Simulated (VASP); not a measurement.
Wanted: the native input for a VASP 6.6.1 run.

| Quantity | Value |
| --- | --- |
| Task | relaxation of cell and atoms |
| Functional | PBEsol |
| Potentials or basis | VASP PAW PBE potentials, release 64 (In_d) |
| Cutoff | 600 eV |
| k mesh | 18 × 18 × 18 |
| Occupations | gaussian, width 0.1 eV |
| Spin | no spin polarisation |
| Further INCAR settings | ALGO = Normal; EDIFF = 1e-07; IBRION = 2; EDIFFG = -0.005; NSW = 90; ISIF = 3 |

The structure of In lies in POSCAR:

```
In
1.0
   -1.6947072700      1.6947072700      2.2973723900
    1.6947072700     -1.6947072700      2.2973723900
    1.6947072700      1.6947072700     -2.2973723900
In
1
Direct
    0.0000000000      0.0000000000      0.0000000000
```

These files were run (other wordings do the same):

INCAR

```
PREC     = Accurate       # precision mode
ENCUT    = 600            # plane-wave cutoff, eV
EDIFF    = 1E-7           # SCF threshold, eV
ISMEAR   = 0              # smearing method
SIGMA    = 0.1            # smearing width, eV
LREAL    = F              # projectors in reciprocal space
LASPH    = T              # aspherical terms in the spheres
NELM     = 60             # most SCF steps
ALGO     = Normal         # electronic algorithm
ISIF     = 3              # what is computed and relaxed
LWAVE    = F              # write WAVECAR
LCHARG   = F              # write CHGCAR
GGA      = PS             # functional
IBRION   = 2              # ionic algorithm
NSW      = 90             # ionic steps
EDIFFG   = -0.005         # ionic threshold
```

KPOINTS

```
regular mesh
0
Gamma
  18 18 18
```

Potentials or basis: VASP PAW PBE potentials, release 64 (In_d).

Launch:

```console
$ cat potpaw_PBE.64/In_d/POTCAR > POTCAR
$ mpirun -np 1 vasp_std > vasp.out
```

Results of the run:

```json
{
  "Relaxed volume": "25.60 Å³/atom",
  "Relaxed cell": "a = 3.306 Å, b = 3.306 Å, c = 3.306 Å, α = 119.87°, β = 119.87°, γ = 90.22°",
  "Space group after relaxing (to 0.05 Å)": "Fm-3m (No. 225)",
  "Energy gained by relaxing": "4.5 meV/atom",
  "Ionic steps": "10",
  "Pressure after relaxing": "0.0 GPa",
  "Band gap on the k mesh": "none (metal or under the smearing width)"
}
```

Caveat: the PAW data sets were made with another functional, which shifts forces and pressure a little.

It took 5.5 min on 1 thread of Intel(R) Xeon(R) 6975P-C (Granite Rapids), with other jobs on the host, peak memory 0.31 GiB.
